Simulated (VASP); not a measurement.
# CuAu: convergence, energy difference of two geometries

CuAu, P4/mmm (no. 123), 2 atoms in the cell. LAK, energy difference of two geometries; PAW potentials Au, Cu (PBE set). VASP 6.6.1.

Wanted: energy difference within 0.5 meV/atom.

What the run is for: energy difference; Accuracy asked: standard; Second geometry: last atom moved by 0.08 A along z, cell strained by +1.5% along z.

The series start from Plane-wave cutoff (eV): 380; Smearing width (eV): 0.1; k-point mesh: 13 × 13 × 10; Precision mode (PREC): Accurate; Electronic threshold (eV): 1e-6; Aspherical gradient terms in the spheres (LASPH): yes; Electronic algorithm: ALGO=Normal. Each series keeps the choices made before it, and each single choice may use up half of a tolerance. Times cover all steps of a run.

## Plane-wave cutoff (eV)

| Plane-wave cutoff (eV) | Energy difference (meV/atom) | Time (s) |
|---|---|---|
| 240 | -2.64 | 70 |
| 300 | -1.27 | 62 |
| 340 | -1.07 | 89 |
| 380 | -0.92 | 102 |
| 440 | -1.07 | 123 |
| 520 | -0.89 | 137 |
| 620 (reference) | -0.03 | 165 |

Chosen: 620; the next looser run is off by more than half of the tolerance, so convergence isn't shown beyond this value.

## Smearing width (eV)

| Smearing width (eV) | Energy difference (meV/atom) | Time (s) |
|---|---|---|
| 0.4 | 0.44 | 238 |
| 0.3 | 0.11 | 183 |
| 0.2 | 0.03 | 193 |
| 0.15 | 0.10 | 170 |
| 0.1 | -0.03 | 165 |
| 0.05 (reference) | -0.10 | 230 |

Chosen: 0.3, the loosest value from which every tighter one stays within half of the tolerance.

## k-point mesh

| k-point mesh | Energy difference (meV/atom) | Time (s) |
|---|---|---|
| 4 × 4 × 3 | 7.62 | 39 |
| 5 × 5 × 4 | 1.47 | 43 |
| 7 × 7 × 5 | 1.86 | 59 |
| 8 × 8 × 7 | 1.86 | 80 |
| 11 × 11 × 8 | -0.43 | 150 |
| 13 × 13 × 10 | 0.11 | 183 |
| 15 × 15 × 12 | 0.82 | 263 |
| 18 × 18 × 14 (reference) | 1.09 | 345 |

Chosen: 18 × 18 × 14; the next looser run is off by more than half of the tolerance, so convergence isn't shown beyond this value.

## Precision mode (PREC)

| Precision mode (PREC) | Energy difference (meV/atom) | Time (s) |
|---|---|---|
| SingleN | -0.35 | 238 |
| Normal | 0.74 | 247 |
| Single | -0.78 | 446 |
| Accurate (reference) | 1.09 | 345 |

Chosen: Accurate; the one before it in the list is off by more than half of the tolerance.

## Electronic threshold (eV)

| Electronic threshold (eV) | Energy difference (meV/atom) | Time (s) |
|---|---|---|
| 0.001 | 1.11 | 307 |
| 0.0001 | 1.09 | 299 |
| 1e-5 | 1.09 | 324 |
| 1e-6 | 1.09 | 345 |
| 1e-7 (reference) | 1.09 | 450 |

Chosen: 0.001.

## Aspherical gradient terms in the spheres (LASPH)

| Aspherical gradient terms in the spheres (LASPH) | Energy difference (meV/atom) | Time (s) |
|---|---|---|
| no | 0.75 | 258 |
| yes (reference) | 1.11 | 307 |

Chosen: yes; the one before it in the list is off by more than half of the tolerance.

## Electronic algorithm

| Electronic algorithm | Energy difference (meV/atom) | Time (s) |
|---|---|---|
| ALGO=Normal | 1.11 | 307 |
| ALGO=Fast | 1.08 | 390 |
| ALGO=VeryFast | 1.09 | 508 |
| ALGO=All ISEARCH=1 | 1.10 | 341 |
| ALGO=All ISEARCH=0 | 1.10 | 328 |
| ALGO=Damped TIME=0.4 | 1.12 | 343 |
| ALGO=Damped TIME=0.1 | 1.11 | 425 |
| ALGO=Old Fast | 1.09 | 394 |

Chosen: ALGO=Normal; no other choice that stays within half of the tolerance saves 30 % of the time.

## All choices together

| Input | Energy difference (meV/atom) | Time (s) |
|---|---|---|
| the program's defaults (naive) | -3.25 | 5.4 |
| chosen settings | 1.11 | 307 |
| reference settings throughout | 1.10 | 531 |

The chosen settings stay within the tolerance of the reference run, but the reference itself isn't shown to be converged in: Plane-wave cutoff (eV), k-point mesh.

## The input

INCAR:
```
SYSTEM = CuAu
ALGO = Normal
EDIFF = 0.001
ENCUT = 620
GGA_COMPAT = .FALSE.
ISIF = 2
ISMEAR = 1
KPAR = 4
LASPH = .TRUE.
LCHARG = .FALSE.
LMIXTAU = .TRUE.
LREAL = .FALSE.
LWAVE = .FALSE.
METAGGA = LAK
NELM = 120
PREC = Accurate
SIGMA = 0.3
```

KPOINTS:
```
Automatic mesh
0
Gamma
  18 18 14
  0 0 0
```

POSCAR.step1:
```
CuAu
1.0
    2.8107494552      0.0000000000      0.0000000000
    0.0000000000      2.8107494552      0.0000000000
    0.0000000000      0.0000000000      3.6850000000
Au Cu
1 1
Direct
    0.0000000000      0.0000000000      0.0000000000
    0.5000000000      0.5000000000      0.5000000000
```

POSCAR.step2:
```
CuAu
1.0
    2.8107494552      0.0000000000      0.0000000000
    0.0000000000      2.8107494552      0.0000000000
    0.0000000000      0.0000000000      3.7402750000
Au Cu
1 1
Direct
    0.0000000000      0.0000000000      0.0000000000
    0.5000000000      0.5000000000      0.5217096300
```

Commands (each step's output is kept before the next begins):
```
cat potpaw_PBE.64/Au/POTCAR potpaw_PBE.64/Cu/POTCAR > POTCAR
cp POSCAR.step1 POSCAR
mpirun -np 4 vasp_std > vasp.out
cp POSCAR.step2 POSCAR
mpirun -np 4 vasp_std > vasp.out
```

The chosen input took VASP 6.6.1 307 s on 4 cores (Intel Xeon Platinum 8259CL @ 2.50GHz (Skylake/Cascade Lake)), a shared host.

## An input that fails: one k point for a small cell

It runs to its end, but against the unchanged starting input it is off by 22.46 meV/atom in the energy difference.

k mesh: 13 × 13 × 10 becomes 1 × 1 × 1.

Changes against the starting input:
```
(all steps)
- NELM = 120
- KPAR = 4
+ NELM = 53
```
